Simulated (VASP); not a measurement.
Set up this calculation in VASP 6.6.1, as the native input.

* Task: relaxation of cell and atoms
* Functional: AM05
* Potentials or basis: VASP PAW PBE potentials, release 64 (Ge_d)
* Cutoff: 600 eV
* k mesh: 12 × 12 × 5
* Occupations: gaussian, width 0.03 eV
* Spin: no spin polarisation
* Further INCAR settings: ALGO = Normal; EDIFF = 1e-07; IBRION = 2; EDIFFG = -0.005; NSW = 90; ISIF = 3

The structure of Ge lies in POSCAR:

```
Ge                                      
1.0
    3.9975858431      0.0000000000      0.0000000000
   -1.9987929216      3.4620108940      0.0000000000
    0.0000000000      0.0000000000      6.5993779500
  Ge            
     4
Direct
     0.6666666699999979    0.3333333300000021    0.0629012500000030
     0.3333333300000021    0.6666666699999979    0.5629012500000030
     0.6666666699999979    0.3333333300000021    0.4370987499999970
     0.3333333300000021    0.6666666699999979    0.9370987499999970
```

This isn't the form of Ge at room conditions, which is diamond.

One way to write it, as run:

INCAR

```
PREC = Accurate
ENCUT = 600
EDIFF = 1E-7
ISMEAR = 0
SIGMA = 0.03
LREAL = False
LASPH = True
NELM = 80
ALGO = Normal
ISIF = 3
LWAVE = False
LCHARG = False
GGA = AM
IBRION = 2
NSW = 90
EDIFFG = -0.005
```

KPOINTS

```
Automatic mesh
0
Gamma
  12 12 5
```

Potentials or basis: VASP PAW PBE potentials, release 64 (Ge_d).

Launch:

```sh
$ cat potpaw_PBE.64/Ge_d/POTCAR > POTCAR
$ mpirun -np 1 vasp_std > vasp.out
```

Results of the run:

| Item | Value |
| --- | --- |
| Relaxed volume | 22.84 Å³/atom |
| Relaxed cell | a = 3.999 Å, b = 3.999 Å, c = 6.598 Å, α = 90.00°, β = 90.00°, γ = 120.00° |
| Space group after relaxing (to 0.05 Å) | P6_3/mmc (No. 194) |
| Energy gained by relaxing | 0.0 meV/atom |
| Ionic steps | 8 |
| Pressure after relaxing | 0.0 GPa |
| Largest force after relaxing | 0.004 eV/Å |
| Band gap on the k mesh | 0.04 eV, indirect (least direct gap 0.12 eV) |

Caveat: the PAW data sets were made with another functional, which shifts forces and pressure a little; an odd mesh through Γ misses points on the zone boundary, where band edges often lie.

Run time: 4.9 min on 1 thread of Intel(R) Xeon(R) 6975P-C (Granite Rapids), on a shared host, peak memory 0.32 GiB.
